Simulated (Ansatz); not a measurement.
## GaP: equation of state with PBEsol

**Experimental background.**

“Phosphorous dimerization in GaP at high pressure”, 2017, arxiv:1709.06667 reports, for a bulk crystal of GaP: bulk modulus 87.5 ± 0.6 GPa.

GaP:

```xyz
2
Lattice="0.0000 2.7252 2.7252 2.7252 0.0000 2.7252 2.7252 2.7252 0.0000" Properties=species:S:1:pos:R:3 pbc="T T T"
Ga    0.0000    0.0000    0.0000
P     4.0879    4.0879    4.0879
```

```yaml
Program: Ansatz 0.2.0
Task: equation of state
Functional: PBEsol
Potentials_or_basis: all-electron LAPW, scalar-relativistic
Basis_error_allowed: 0.0005 eV/atom
k_mesh: 8 × 8 × 8
Occupations: fermi-dirac, width 0.05 eV
Spin: no spin polarisation
```

```json
{
 "Equilibrium volume": "20.10 Å³/atom",
 "Bulk modulus": "85 GPa",
 "Pressure derivative of the bulk modulus": "4.5"
}
```

Energy against volume, from the lowest point:
| volume (Å³/atom) | energy (meV/atom) |
| --- | --- |
| 19.026 | 16.65 |
| 19.431 | 6.08 |
| 19.836 | 0.72 |
| 20.240 | 0.00 |
| 20.645 | 3.45 |
| 21.050 | 10.64 |
| 21.455 | 21.16 |

All runs of the series together: 76 s on 1 thread of Arm Neoverse V2, with other jobs on the host.

Against the measured bulk modulus of GaP, 87.5 GPa (“Phosphorous dimerization in GaP at high pressure”, 2017, arxiv:1709.06667), the calculated 85 GPa is off by -2.9 %. The fit is for a static lattice scaled at fixed shape and fixed fractional positions.
